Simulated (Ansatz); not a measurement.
Crystal: In2O3.

```
CELL_PARAMETERS angstrom
2.74350 1.58396 4.83667
-2.74350 1.58396 4.83667
0.00000 -3.16792 4.83667
ATOMIC_POSITIONS crystal
In 0.85731 0.85731 0.85731
In 0.64269 0.64269 0.64269
In 0.14269 0.14269 0.14269
In 0.35731 0.35731 0.35731
O 0.04800 0.75000 0.45200
O 0.75000 0.45200 0.04800
O 0.45200 0.04800 0.75000
O 0.95200 0.25000 0.54800
O 0.25000 0.54800 0.95200
O 0.54800 0.95200 0.25000
```

* Program: Ansatz 0.2.0
* Task: single point
* Functional: PBE
* Potentials or basis: Ansatz PAW
* Cutoff: 420 eV (not typed: the program's choice for these potentials)
* k mesh: 6 × 6 × 6
* Occupations: fermi-dirac, width 0.05 eV
* Spin: no spin polarisation

On this cell: pressure 8.4 GPa; largest force 0.126 eV/Å; band gap on the k mesh 1.30 eV, indirect (least direct gap 1.34 eV).

The same run follows on a disturbed copy (atoms moved at random, drawn with an rms of 0.05 Å):

```
In O
1.0
     2.74350    1.58396    4.83667
    -2.74350    1.58396    4.83667
     0.00000   -3.16792    4.83667
In O
4 6
Direct
  0.86104 0.85610 0.85958
  0.63813 0.64702 0.64203
  0.13997 0.14840 0.14359
  0.34360 0.35655 0.36350
  0.05010 0.75006 0.45152
  0.75614 0.45690 0.04444
  0.43330 0.05504 0.75838
  0.95188 0.24361 0.55790
  0.26100 0.54771 0.94897
  0.55303 0.95069 0.25560
```

Q: What changes?

A: The energy moves by +16.5 meV/atom; pressure 9.2 GPa; largest force 1.175 eV/Å; band gap on the k mesh 1.30 eV, indirect (least direct gap 1.33 eV).

Forces in eV/Å, atoms in the order of the input:
```
In  -0.095 -0.300 -0.368
In   0.510 -0.045  0.661
In   0.232 -0.350 -0.138
In   0.507  0.685  0.809
O   -0.390 -0.154  0.128
O   -0.551 -0.377 -0.287
O    0.792  0.409  0.095
O   -0.297  0.412 -0.136
O   -0.322 -0.730 -0.382
O   -0.386  0.450 -0.385
```

Stress tensor (GPa, compression positive):
```
 9.68 -0.55 -0.06
-0.55  9.73 -0.14
-0.06 -0.14  8.07
```

Caveats: spin-orbit coupling is left out, which moves the levels of the heavy elements.

A k mesh can miss the band edges.
